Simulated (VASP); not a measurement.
# LiH (Pm-3m) in VASP: reference runs

Reference runs on LiH: the cell as given and a disturbed copy.

Program: VASP 6.6.1. These are calculated values, not measurements. Logs are shortened: lines on timing, memory, paths and dates and some standing lists are left out, and cuts for length are marked.

**1. Starting point**

Symmetry: Pm-3m, No. 221, cubic system. The conventional cell has a = 2.507 Å, b = 2.507 Å, c = 2.507 Å, α = 90.00°, β = 90.00°, γ = 90.00°. Li (site symmetry m-3m) has 8 H at 2.17 Å as nearest neighbours. H (site symmetry m-3m) is surrounded by 8 Li at 2.17 Å.

The cell was built by a generator and needn't be a form met in nature.

**2. Single point, PBE**

INCAR

```
SYSTEM = LiH
PREC = Accurate
ENCUT = 520
EDIFF = 1E-7
ISMEAR = -1
SIGMA = 0.05
LREAL = .FALSE.
LASPH = .TRUE.
NELM = 100
ALGO = Normal
ISIF = 2
LWAVE = .FALSE.
LCHARG = .FALSE.
GGA = PE
NBANDS = 9
```

KPOINTS

```
regular mesh
0
G
  11 11 11
  0 0 0
```

POSCAR

```
LiH
1.0
    2.5069900000      0.0000000000      0.0000000000
    0.0000000000      2.5069900000      0.0000000000
    0.0000000000      0.0000000000      2.5069900000
Li H
1 1
Direct
    0.5000000000      0.5000000000      0.5000000000
    0.0000000000      0.0000000000      0.0000000000
```

Potentials or basis: VASP PAW PBE potentials, release 64 (Li_sv, H).

The run is started by

```
$ cat potpaw_PBE.64/Li_sv/POTCAR potpaw_PBE.64/H/POTCAR > POTCAR
$ mpirun -np 1 vasp_std > vasp.out
```

OUTCAR:

```text
SYSTEM = LiH
   PREC = Accurate
   ENCUT = 520
   EDIFF = 1E-7
   ISMEAR = -1
   LREAL = .FALSE.
   LASPH = .TRUE.
   NELM = 100
   ISIF = 2
   GGA = PE

 ion  position               nearest neighbor table
   1  0.500  0.500  0.500-
   2  0.000  0.000  0.000-

  LATTYP: Found a simple cubic cell.
 ALAT       =     2.5069900000

  Lattice vectors:

 A1 = (   2.5069900000,   0.0000000000,   0.0000000000)
 A2 = (   0.0000000000,   2.5069900000,   0.0000000000)
 A3 = (   0.0000000000,   0.0000000000,   2.5069900000)

Analysis of symmetry for initial positions (statically):
=====================================================================
 Subroutine PRICEL returns:
 Original cell was already a primitive cell.

 Routine SETGRP: Setting up the symmetry group for a
 simple cubic supercell.

 Subroutine GETGRP returns: Found 48 space group operations
 (whereof 48 operations were pure point group operations)
 out of a pool of 48 trial point group operations.

The static configuration has the point symmetry O_h .

Analysis of symmetry for dynamics (positions and initial velocities):
=====================================================================
 Subroutine PRICEL returns:
 Original cell was already a primitive cell.

 Routine SETGRP: Setting up the symmetry group for a
 simple cubic supercell.

 Subroutine GETGRP returns: Found 48 space group operations
 (whereof 48 operations were pure point group operations)
 out of a pool of 48 trial point group operations.

The dynamic configuration has the point symmetry O_h .

 Subroutine INISYM returns: Found 48 space group operations
 (whereof 48 operations are pure point group operations),
 and found     1 'primitive' translations

----------------------------------------------------------------------------------------

                                     Primitive cell

  volume of cell :      15.7564

  direct lattice vectors                    reciprocal lattice vectors
     2.506990000  0.000000000  0.000000000     0.398884718  0.000000000  0.000000000
     0.000000000  2.506990000  0.000000000     0.000000000  0.398884718  0.000000000
     0.000000000  0.000000000  2.506990000     0.000000000  0.000000000  0.398884718

  length of vectors
     2.506990000  2.506990000  2.506990000     0.398884718  0.398884718  0.398884718

  position of ions in fractional coordinates (direct lattice)
     0.500000000  0.500000000  0.500000000
     0.000000000  0.000000000  0.000000000

  ion indices of the primitive-cell ions
   primitive index   ion index
                 1           1
                 2           2

----------------------------------------------------------------------------------------

 KPOINTS: regular mesh

Automatic generation of k-mesh.
 Grid dimensions read from file:
 generate k-points for:   11   11   11

 Generating k-lattice:

  Cartesian coordinates                     Fractional coordinates (reciprocal lattice)
     0.036262247  0.000000000  0.000000000     0.090909091  0.000000000  0.000000000
     0.000000000  0.036262247  0.000000000     0.000000000  0.090909091  0.000000000
     0.000000000  0.000000000  0.036262247     0.000000000  0.000000000  0.090909091

  Length of vectors
     0.036262247  0.036262247  0.036262247

  Shift w.r.t. Gamma in fractional coordinates (k-lattice)
     0.000000000  0.000000000  0.000000000

 Subroutine IBZKPT returns following result:
 ===========================================

 Found     56 irreducible k-points:

 Following reciprocal coordinates:
            Coordinates               Weight
  0.000000  0.000000  0.000000      1.000000
  0.090909  0.000000  0.000000      6.000000
  0.181818  0.000000  0.000000      6.000000
  0.272727  0.000000  0.000000      6.000000
  0.363636  0.000000  0.000000      6.000000
  0.454545  0.000000  0.000000      6.000000
[... 16 lines left out ...]
  0.181818  0.090909  0.090909     24.000000
  0.272727  0.090909  0.090909     24.000000
 [... further k-points ...]
   k-points           NKPTS =     56   k-points in BZ     NKDIM =     56   number of bands    NBANDS=      9
   number of dos      NEDOS =    301   number of ions     NIONS =      2
   total plane-waves  NPLWV =   8000
   dimension x,y,z NGX =    20 NGY =   20 NGZ =   20
   dimension x,y,z NGXF=    40 NGYF=   40 NGZF=   40
   ions per type =               1   1
   NGX,Y,Z   is equivalent  to a cutoff of  13.26, 13.26, 13.26 a.u.
   NGXF,Y,Z  is equivalent  to a cutoff of  26.53, 26.53, 26.53 a.u.
 SYSTEM =  LiH
   PREC   = accura    normal or accurate (medium, high low for compatibility)
   ISTART =      0    job   : 0-new  1-cont  2-samecut
   ICHARG =      2    charge: 1-file 2-atom 10-const
   ISPIN  =      1    spin polarized calculation?
   LNONCOLLINEAR =      F non collinear calculations
   LSORBIT =      F    spin-orbit coupling
   LASPH  =      T    aspherical Exc in radial PAW
   ENCUT  =  520.0 eV  38.22 Ry    6.18 a.u.   4.66  4.66  4.66*2*pi/ulx,y,z
   NELM   =    100;   NELMIN=  2; NELMDL= -5     # of ELM steps
   EDIFF  = 0.1E-06   stopping-criterion for ELM
   LREAL  =      F    real-space projection
   EDIFFG = 0.1E-05   stopping-criterion for IOM
   NSW    =      0    number of steps for IOM
   IBRION =     -1    ionic relax: 0-MD 1-quasi-New 2-CG
   NFREE  =      0    steps in history (QN), initial steepest desc. (CG)
   ISIF   =      2    stress and relaxation
   ISYM   =      2    0-nonsym 1-usesym 2-fastsym
   POTIM  = 0.5000    time-step for ionic-motion
   TEBEG  =    0.0;   TEEND  =   0.0 temperature during run
   PSTRESS=    0.0 pullay stress
   NELECT =       4.0000    total number of electrons
   NUPDOWN=      -1.0000    fix difference up-down
   EMIN   =  10.00;   EMAX   =-10.00  energy-range for DOS
   EFERMI =   0.00;   METHOD = LEGACY
   ISMEAR =    -1;   SIGMA  =   0.05  broadening in eV -4-tet -1-fermi 0-gaus
   EFERMI_NEDOS =   21; number of points for ismear=-14 and -15
   IALGO  =     38    algorithm
   IMIX   =      4    mixing-type and parameters
     AMIX     =   0.40;   BMIX     =  1.00
     AMIX_MAG =   1.60;   BMIX_MAG =  1.00
  volume/ion in A,a.u.               =       7.88        53.16
  Fermi-wavevector in a.u.,A,eV,Ry     =   1.036594  1.958880 14.619843  1.074528
  Thomas-Fermi vector in A             =   2.170993
   LORBIT       =      0    0 simple, 1 ext, 2 COOP (PROOUT), +10 PAW based schemes
   GGA     = PE    functional components
   LHFCALC =     F    Hartree Fock is set to
   AEXX    =    0.0000 exact exchange contribution
   IVDW    =     0    specifies the selected vdW correction
   LEPSILON=     F    determine dielectric tensor
   LRPA    =     F    only Hartree local field effects (RPA)
 non-spin polarized calculation
  energy-cutoff  :      520.00
  volume of cell :       15.76
 maximum number of plane-waves:       441
 NGX is ok and might be reduce to    20
   NGX =  9   NGY =  9   NGZ =  9

 number of electron       4.0000012 magnetization

 Free energy of the ion-electron system (eV)
  ---------------------------------------------------
  ext. energy  EPLUGINS =         0.00000000
  ---------------------------------------------------
  free energy    TOTEN  =        -5.66012004 eV

  energy without entropy =       -5.66011985  energy(sigma->0) =       -5.66011994

 E-fermi :   3.7932     XC(G=0):  -8.6389

 val. band max:        3.2286570888   @ k =   0.4545   0.4545   0.4545
 cond. band min:       4.3922788176   @ k =   0.4545   0.0000   0.0000
 fundamental gap:      1.1636217288
 Fermi energy:         3.7932290604

 k-point     1 :       0.0000    0.0000    0.0000
  band No.  band energies     occupation
      1     -44.6050      2.00000
      2      -5.2904      2.00000
      3      15.4331      0.00000
      4      15.4331      0.00000
      5      15.4331      0.00000
      6      15.9980      0.00000
      7      18.5711      0.00000
      8      18.5711      0.00000
      9      35.0835      0.00000

 k-point     2 :       0.0909    0.0000    0.0000
  band No.  band energies     occupation
      1     -44.6009      2.00000
      2      -5.1650      2.00000
      3      13.0044      0.00000
      4      15.6185      0.00000
      5      15.6185      0.00000
      6      16.1366      0.00000
      7      18.7676      0.00000
      8      21.1352      0.00000
      9      33.8062      0.00000

 k-point     3 :       0.1818    0.0000    0.0000
  band No.  band energies     occupation
      1     -44.5896      2.00000
      2      -4.8018      2.00000
      3      10.0631      0.00000
      4      15.8591      0.00000
      5      16.1706      0.00000
      6      16.1706      0.00000
      7      19.3566      0.00000
      8      25.1784      0.00000
      9      31.0545      0.00000

 k-point     4 :       0.2727    0.0000    0.0000
  band No.  band energies     occupation
      1     -44.5750      2.00000
      2      -4.2450      2.00000
      3       7.5155      0.00000
      4      15.4732      0.00000
      5      17.0718      0.00000
      6      17.0718      0.00000
      7      20.3356      0.00000
      8      28.1380      0.00000
      9      28.1380      0.00000
[... 205 lines left out ...]
 k-point    22 :       0.0909    0.0909    0.0909
  band No.  band energies     occupation
      1     -44.5926      2.00000
      2      -4.9086      2.00000
      3      12.9965      0.00000
      4      12.9965      0.00000
      5      13.6879      0.00000
      6      17.9415      0.00000
      7      22.1468      0.00000
      8      22.1468      0.00000
      9      32.0524      0.00000

 k-point    23 :       0.1818    0.0909    0.0909
  band No.  band energies     occupation
      1     -44.5816      2.00000
      2      -4.5323      2.00000
      3      10.2105      0.00000
      4      13.5643      0.00000
      5      13.6181      0.00000
      6      18.3926      0.00000
      7      22.7045      0.00000
      8      25.7837      0.00000
      9      28.7517      0.00000

 k-point    24 :       0.2727    0.0909    0.0909
  band No.  band energies     occupation
      1     -44.5672      2.00000
      2      -3.9532      2.00000
      3       7.6755      0.00000
      4      13.6321      0.00000
      5      14.4987      0.00000
      6      18.7769      0.00000
      7      23.5515      0.00000
      8      25.7073      0.00000
      9      28.3471      0.00000

 [... further k-points ...]

------------------------ aborting loop because EDIFF is reached ----------------------------------------

  FORCE on cell =-STRESS in cart. coord.  units (eV):
  Direction    XX          YY          ZZ          XY          YZ          ZX
  --------------------------------------------------------------------------------------
  -------------------------------------------------------------------------------------
  Total       -0.0179316     -0.0179316     -0.0179316     -0.0000000      0.0000000     -0.0000000
  in kB       -1.8233536     -1.8233536     -1.8233536     -0.0000000      0.0000000     -0.0000000
  external PRESSURE =      -1.8233536 kB  Pullay stress =       0.0000000 kB

 VOLUME and BASIS-vectors are now :
 -----------------------------------------------------------------------------
  energy-cutoff  :      520.00
  volume of cell :       15.76
      direct lattice vectors                 reciprocal lattice vectors
     2.506990000  0.000000000  0.000000000     0.398884718  0.000000000  0.000000000
     0.000000000  2.506990000  0.000000000     0.000000000  0.398884718  0.000000000
     0.000000000  0.000000000  2.506990000     0.000000000  0.000000000  0.398884718

 POSITION                                       TOTAL-FORCE (eV/Angst)
 -----------------------------------------------------------------------------------
      1.25350      1.25350      1.25350         0.000000      0.000000      0.000000
      0.00000      0.00000      0.00000         0.000000      0.000000      0.000000
 -----------------------------------------------------------------------------------
    total drift:                               -0.000000      0.000000      0.000000

  FREE ENERGIE OF THE ION-ELECTRON SYSTEM (eV)
  ---------------------------------------------------
  free  energy   TOTEN  =        -5.6601200429 eV

  energy  without entropy=       -5.6601198459  energy(sigma->0) =       -5.66011994
```

Run time: 6.4 s. Hardware: 1 thread of Intel Xeon Platinum 8259CL at 2.50GHz (Skylake/Cascade Lake), shared host; peak memory 0.12 GiB.

Results:

- Free energy: -5.6601 eV
- Band gap on the k mesh: 1.16 eV, indirect (least direct gap 4.68 eV)

Levels at points of the mesh, in eV from the valence-band top:
```tsv
k point	band 1	band 2	band 3	band 4	band 5
(0.00, 0.00, 0.00)	-47.83	-8.52	12.20	12.20	12.20
```

Caveat: the cutoff is under 1.25 times the usual one of these potentials, so pressure, stress and relaxed cells hold a basis-set (Pulay) error; an odd mesh through Γ misses points on the zone boundary, where band edges often lie.

**3. Single point, PBE (atoms moved at random, drawn with an rms of 0.05 Å)**

INCAR

```
  PREC = Accurate
  ENCUT = 520
  EDIFF = 1E-7
  ISMEAR = -1
  SIGMA = 0.05
  LREAL = F
  LASPH = T
  NELM = 80
  ALGO = Normal
  ISIF = 2
  LWAVE = F
  LCHARG = F
  GGA = PE
  NBANDS = 9
```

KPOINTS

```
regular mesh
0
Gamma
  11 11 11
```

POSCAR

```
LiH
1.0
    2.5069900000      0.0000000000      0.0000000000
    0.0000000000      2.5069900000      0.0000000000
    0.0000000000      0.0000000000      2.5069900000
Li H
1 1
Direct
    0.4924700000      0.5076470000      0.5016580000
    0.0176200000      0.0072230000     -0.0406530000
```

Potentials or basis: VASP PAW PBE potentials, release 64 (Li_sv, H).

The run is started by

```
$ cat potpaw_PBE.64/Li_sv/POTCAR potpaw_PBE.64/H/POTCAR > POTCAR
$ mpirun -np 1 vasp_std > vasp.out
```

Wall time 55 s (1 thread of Intel Xeon Platinum 8259CL at 2.50GHz (Skylake/Cascade Lake), shared host); peak memory 0.19 GiB.

It converged, with:

| Item | Value |
| --- | --- |
| Free energy | -5.6591 eV |
| Largest force | 0.019 eV/Å |
| Band gap on the k mesh | 1.13 eV, indirect (least direct gap 4.62 eV) |

Forces in eV/Å, atoms in the order of the input:
```
Li   0.011  0.000 -0.015
H   -0.011  0.000  0.015
```

Levels at points of the mesh, in eV from the valence-band top:
| k point | band 1 | band 2 | band 3 | band 4 | band 5 |
| --- | --- | --- | --- | --- | --- |
| (0.00, 0.00, 0.00) | -47.80 | -8.49 | 11.59 | 12.23 | 12.25 |

Caveat: the cutoff is under 1.25 times the usual one of these potentials, so pressure, stress and relaxed cells hold a basis-set (Pulay) error; an odd mesh through Γ misses points on the zone boundary, where band edges often lie.
